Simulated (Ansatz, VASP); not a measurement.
One calculation of MgO, two programs

INCAR

```
SYSTEM = MgO
PREC = Accurate ; ENCUT = 520
EDIFF = 1E-6 ; ISMEAR = 0
SIGMA = 0.02 ; LREAL = .False.
LASPH = .True. ; NELM = 80
ALGO = Normal ; ISIF = 2
LWAVE = .False. ; LCHARG = .False.
GGA = PE ; NBANDS = 16
```

KPOINTS

```
Automatic mesh
0
Gamma
  12 12 6
  0 0 0
```

File POSCAR:

```
MgO
1.0
    3.1303654494      0.0000000000      0.0000000000
   -1.5651827247      2.7109760023      0.0000000000
    0.0000000000      0.0000000000      5.1505724079
Mg O
2 2
Direct
    0.3333333300      0.6666666700      0.2500000000
    0.6666666700      0.3333333300      0.7500000000
    0.0000000000      0.0000000000      0.0000000000
    0.0000000000      0.0000000000      0.5000000000
```

Input for Ansatz:

```yaml
crystal:
  lattice:
    - [3.1303654494, 0.0, 0.0]
    - [-1.5651827247, 2.7109760023, 0.0]
    - [0.0, 0.0, 5.1505724079]
  atoms:
    - { symbol: Mg, position: [0.33333333, 0.66666667, 0.25] }
    - { symbol: Mg, position: [0.66666667, 0.33333333, 0.75] }
    - { symbol: O, position: [0.0, 0.0, 0.0] }
    - { symbol: O, position: [0.0, 0.0, 0.5] }
basis:
  ecutwfc: 420
kpoints:
  mp_grid: { grid: [12, 12, 6] }
hamiltonian:
  xc: pbe
scf:
  occupations: { method: gaussian, width: 0.02 }
output:
  forces: true
  stress: true
  eigenvalues: true
  populations: true
```

Alike in both runs: task single point; functional PBE; k mesh 12 × 12 × 6; occupations gaussian, width 0.02 eV; no spin polarisation.

```csv
,VASP,Ansatz
version,VASP 6.6.1,Ansatz 0.2.0
potentials or method,"VASP PAW PBE potentials, release 64 (Mg, O)","scalar-relativistic, plane waves, PAW"
plane-wave cutoff (eV),520,420
valence electrons in the cell,16,32
```

```tsv
	VASP	Ansatz	Ansatz less VASP
gap on the k mesh at the Fermi level (eV)	1.49	1.51	+0.023
least direct gap on the mesh (eV)	1.72	1.74	+0.021
pressure (GPa)	-10.3	-9.6	+0.64
largest component of the traceless stress (GPa)	16.71	16.70	-0.008
```

The two sets of potentials don't hold the same shells in valence.

A k mesh can miss the band edges.
